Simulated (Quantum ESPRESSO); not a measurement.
A calculation with Quantum ESPRESSO 7.5 of Te2Pt (Moncheite) (ASE script, structure from a P1 CIF):

File run.py:

```python
import numpy as np
from ase.calculators.espresso import Espresso, EspressoProfile
from ase.io import read

atoms = read('Te2Pt.cif')

input_data = {
    'control': {'calculation': 'scf', 'prefix': 'pwscf', 'outdir': './tmp', 'tprnfor': True, 'tstress': True, 'disk_io': 'nowf'},
    'system': {'ecutwfc': 55.0, 'ecutrho': 440.0, 'nbnd': 21, 'occupations': 'smearing', 'smearing': 'fd', 'degauss': 0.00367493},
    'electrons': {'conv_thr': 6e-10, 'electron_maxstep': 120, 'mixing_beta': 0.5},
}
pseudopotentials = {'Pt': 'pt_pbe_v1.4.uspp.F.UPF', 'Te': 'Te_pbe_v1.uspp.F.UPF'}
profile = EspressoProfile(command='pw.x', pseudo_dir='pseudo')
dft = Espresso(profile=profile, input_data=input_data, pseudopotentials=pseudopotentials, kpts=(8, 8, 5), koffset=(0, 0, 0))
atoms.calc = dft

print(f'energy {atoms.get_potential_energy():.8f} eV')
print('forces (eV/A)')
print(np.round(atoms.get_forces(), 6))
print('stress (eV/A^3, Voigt)')
print(np.round(atoms.get_stress(), 8))
print(f'Fermi level {dft.get_fermi_level():.4f} eV')
```

Contents of Te2Pt.cif:

```cif
data_Te2Pt
_cell_length_a 4.01000000
_cell_length_b 4.01000000
_cell_length_c 5.20100000
_cell_angle_alpha 90.00000000
_cell_angle_beta 90.00000000
_cell_angle_gamma 120.00000000
_space_group_name_H-M_alt 'P1'
_space_group_name_Hall 'P 1'
_space_group_IT_number 1
loop_
_space_group_symop_operation_xyz
'x,y,z'
loop_
_atom_site_label
_atom_site_type_symbol
_atom_site_symmetry_multiplicity
_atom_site_Wyckoff_symbol
_atom_site_fract_x
_atom_site_fract_y
_atom_site_fract_z
_atom_site_occupancy
Pt1 Pt 1 a 0.0000000000 0.0000000000 0.0000000000 1
Te1 Te 1 a 0.6666666667 0.3333333333 0.7500000000 1
Te2 Te 1 a 0.3333333333 0.6666666667 0.2500000000 1
```

Potentials or basis: SSSP 1.3 efficiency PBE.

Run with:

```sh
$ OMP_NUM_THREADS=1 python run.py
```

Problem. Write the same calculation in another form: native input, structure typed inline.

Solution. As run:

pw.in

```
&CONTROL
  calculation = 'scf'
  prefix = 'pwscf'
  outdir = './tmp'
  pseudo_dir = './pseudo'
  tprnfor = .true.
  tstress = .true.
  disk_io = 'nowf'
/
&SYSTEM
  ibrav = 0
  nat = 3
  ntyp = 2
  ecutwfc = 55
  ecutrho = 440
  nbnd = 21
  occupations = 'smearing'
  smearing = 'fd'
  degauss = 0.00367493
/
&ELECTRONS
  conv_thr = 6d-10
  electron_maxstep = 120
  mixing_beta = 0.5
/
ATOMIC_SPECIES
Pt   195.0840 pt_pbe_v1.4.uspp.F.UPF
Te   127.6000 Te_pbe_v1.uspp.F.UPF
CELL_PARAMETERS angstrom
   4.0100000000    0.0000000000    0.0000000000
  -2.0050000000    3.4727618692    0.0000000000
   0.0000000000    0.0000000000    5.2010000000
ATOMIC_POSITIONS crystal
Pt     0.0000000000    0.0000000000    0.0000000000
Te     0.6666666667    0.3333333333    0.7500000000
Te     0.3333333333    0.6666666667    0.2500000000
K_POINTS automatic
8 8 5 0 0 0
```

Potentials or basis: SSSP 1.3 efficiency PBE.

Launch:

```sh
$ OMP_NUM_THREADS=1 pw.x -in pw.in > pw.out
```

Both were run:

|  | ASE script, structure from a P1 CIF | native input, structure typed inline |
| --- | --- | --- |
| Pressure | 9.8 GPa | 9.8 GPa |
| Largest force | 1.203 eV/Å | 1.203 eV/Å |
| Band gap on the k mesh | none (metal or under the smearing width) | none (metal or under the smearing width) |

Keys that steer only the numerical path or the files written may differ.

Caveat: forces of over 1 eV/Å show positions far from the minimum, so gaps and moduli don't describe the material at rest.
